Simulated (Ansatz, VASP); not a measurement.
## NaF in VASP and in Ansatz

```
Na F
1.0
     0.00000    2.34974    2.34974
     2.34974    0.00000    2.34974
     2.34974    2.34974    0.00000
Na F
1 1
Direct
  0.00000 0.00000 0.00000
  0.50000 0.50000 0.50000
```

Alike in both runs: functional PBE; k mesh 8 × 8 × 8; occupations gaussian, width 0.02 eV; no spin polarisation.

Ansatz relaxed the structure, and its values are those at the end. VASP's run is a single point on that final structure, the one shown.

|  | VASP | Ansatz |
| --- | --- | --- |
| version | VASP 6.6.1 | Ansatz 0.2.0 |
| potentials or method | VASP PAW PBE potentials, release 64 (Na_pv, F) | scalar-relativistic, plane waves, PAW |
| plane-wave cutoff (eV) | 520 | 420 |
| valence electrons in the cell | 14 | 16 |

```csv
,VASP,Ansatz,Ansatz less VASP
gap on the k mesh at the Fermi level (eV),6.08,6.09,+0.016
least direct gap on the mesh (eV),6.08,6.09,+0.016
pressure (GPa),-0.1,0.0,+0.16
```

The functional is the same, so the differences come from potentials, cutoffs and numerics. The two sets of potentials don't hold the same shells in valence.
